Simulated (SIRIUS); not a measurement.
Crystal: Al.

```xyz
1
Lattice="2.8635 0.0000 0.0000 1.4318 2.4799 0.0000 1.4318 0.8266 2.3380" Properties=species:S:1:pos:R:3 pbc="T T T"
Al    0.0000    0.0000    0.0000
```

| Item | Value |
| --- | --- |
| Program | SIRIUS 7.12.0 |
| Task | relaxation of cell and atoms |
| Functional | BLYP |
| Potentials or basis | PseudoDojo 0.4.1 PBE standard (scalar relativistic) |
| Cutoff | 557 eV |
| Density cutoff | 2229 eV |
| k mesh | 11 × 11 × 11 |
| Occupations | fermi-dirac, width 0.05 eV |
| Spin | no spin polarisation |

At the start: pressure 4.3 GPa; volume 16.60 Å³/atom.

Question: Where does the relaxation end?

Answer: Over 4 steps the energy falls by 13.8 meV/atom and the volume is 17.69 Å³/atom (+6.6 %); space group Fm-3m (No. 225, to 0.05 Å).

The path:
```tsv
step	energy change (eV)	largest force (eV/Å)	pressure (GPa)	volume (Å³)
1	0.0000	0.0000	4.29	16.60
2	-0.0071	0.0000	2.87	16.92
3	-0.0137	0.0000	0.24	17.62
4	-0.0138	0.0000	0.02	17.69
```

Final structure:
```
CELL_PARAMETERS angstrom
2.92483 0.00000 0.00000
1.46241 2.53298 0.00000
1.46241 0.84433 2.38811
ATOMIC_POSITIONS crystal
Al 0.00000 0.00000 0.00000
```

Caveat: the potentials were made for another functional, which shifts forces and pressure.
